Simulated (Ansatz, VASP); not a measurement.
Two plane-wave programs on Al

```
CELL_PARAMETERS angstrom
0.00000 2.02020 2.02020
2.02020 0.00000 2.02020
2.02020 2.02020 0.00000
ATOMIC_POSITIONS crystal
Al 0.00000 0.00000 0.00000
```

Alike in both runs: functional PBE; k mesh 40 × 40 × 40; occupations methfessel-paxton of order 1, width 0.4 eV; no spin polarisation.

Ansatz relaxed the structure, and its values are those at the end. VASP's run is a single point on that final structure, the one shown.

|  | VASP | Ansatz |
| --- | --- | --- |
| version | VASP 6.6.1 | Ansatz 0.2.0 |
| potentials or method | VASP PAW PBE potentials, release 64 (Al) | scalar-relativistic, plane waves, PAW |
| plane-wave cutoff (eV) | 520 | 420 |
| valence electrons in the cell | 3 | 3 |

|  | VASP | Ansatz | Ansatz less VASP |
| --- | --- | --- | --- |
| gap on the k mesh at the Fermi level (eV) | none | none | - |
| pressure (GPa) | 0.0 | 0.0 | +0.04 |

A gap of «none» marks a metal or a gap that the smearing closes.
